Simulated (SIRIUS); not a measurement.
## Hf in SIRIUS: the effect of strain

Hf:

```
Hf
1.0
     0.04440   -2.22000   -2.22000
    -0.04440    2.22000   -2.22000
     4.44000   -0.08880    0.00000
Hf
2
Direct
  0.51382 0.48086 0.50614
  0.98618 0.01914 0.99386
```

The cell isn't the ideal one: strain = -0.04 (shear xy); all atoms moved at random, sigma 0.1 Å a component.

Alike in all runs:

```yaml
Program: SIRIUS 7.10.0
Task: single point
Functional: PBE
Potentials_or_basis: PseudoDojo 0.4.1 PBE standard (scalar relativistic)
Cutoff: 807 eV
Density_cutoff: 3227 eV
k_mesh: 4 × 4 × 3
Occupations: fermi-dirac, width 0.05 eV
Spin: no spin polarisation
Strain_kind: shear xy
Libxc_names: "[\"XC_GGA_X_PBE\", \"XC_GGA_C_PBE\"]"
Energy_tol: 1e-08 Ha
Density_tol: 1e-06
Mixer: anderson
Mixing_beta: 0.7
Max_scf: 100
```

```tsv
strain	pressure (GPa)	largest force (eV/Å)
-4 % (shear xy)	?	?
-2 % (shear xy)	3.3	0.58
-1 % (shear xy)	3.1	0.61
+0 % (shear xy)	3.0	0.63
+1 % (shear xy)	3.0	0.66
+2 % (shear xy)	3.1	0.69
+4 % (shear xy)	3.3	0.76
```

Q: What does the run with strain -4 % (shear xy) give?

A: Pressure 3.6 GPa; largest force 0.53 eV/Å.

Caveats: all runs use coarse meshes.
